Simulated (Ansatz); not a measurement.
Runs of Ansatz 0.2.0 on SnTe. Symmetry: Fm-3m, No. 225, cubic system. The conventional cell has a = 6.302 Å, b = 6.302 Å, c = 6.302 Å, α = 90.00°, β = 90.00°, γ = 90.00°. Te (site symmetry m-3m) is surrounded by 6 Sn at 3.15 Å. Around Sn (site symmetry m-3m) lie 6 Te at 3.15 Å. 

| task | level | cell | cutoff (eV) | smearing | pressure (GPa) |
| --- | --- | --- | --- | --- | --- |
| relaxation of cell and atoms | BLYP+D4 | relaxed | - | fermi-dirac 0.05 eV | 0.0 |
| single point | PBE | as given | 185 | gaussian 0.012 eV | 2.2 |
| band structure | BLYP | as given | 185 | fermi-dirac 0.05 eV | 6.1 |
| single point | PBE | as given | 185 | gaussian 0.027 eV | 2.2 |
| single point | PBE | strain = -0.02 | 196 | fermi-dirac 0.05 eV | (a) |

Alike in all rows: potentials or basis all-electron LAPW, scalar-relativistic; no spin polarisation; k mesh 7 × 7 × 7; basis error allowed 0.001 eV/atom.

Task: Fill in the values left out.

Result: (a) 4.5.
